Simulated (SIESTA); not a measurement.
# Li2O in SIESTA: the effect of functional

Li2O:

```xyz
3
Lattice="0.0000 2.3269 2.3269 2.3269 0.0000 2.3269 2.3269 2.3269 0.0000" Properties=species:S:1:pos:R:3 pbc="T T T"
O     0.0000    0.0000    0.0000
Li    1.1634    1.1634    1.1634
Li    3.4903    3.4903    3.4903
```

The cell comes from a database or a generator and needn't be the stable form of this composition.

Alike in all runs:

| Property | Result |
| --- | --- |
| Program | SIESTA 5.4.2 |
| Task | band structure |
| Basis | DZP (energy shift 0.003 Ry; two zetas on semicore shells) |
| Grid cutoff | 800 Ry |
| Energy shift | 0.003 Ry |
| k mesh | 10 × 10 × 10 |
| Occupations | fermi-dirac, width 0.05 eV |
| Spin | no spin polarisation |

Question: One run gave: gap on the mesh 4.94 eV; pressure -6.6 GPa. Which functional did it use?
A. PBE
B. LDA
C. PBEsol

Answer: B.

```csv
functional,potentials or basis,gap on the mesh (eV),pressure (GPa)
PBE,PseudoDojo 0.4 standard (PBE files),5.08,0.2
LDA,PseudoDojo 0.4 standard (LDA files),4.94,-6.6
PBEsol,PseudoDojo 0.4 standard (PBEsol files),4.95,-2.3
```

Caveats: the basis of atomic orbitals isn't converged, which shifts pressures, moduli and gaps.

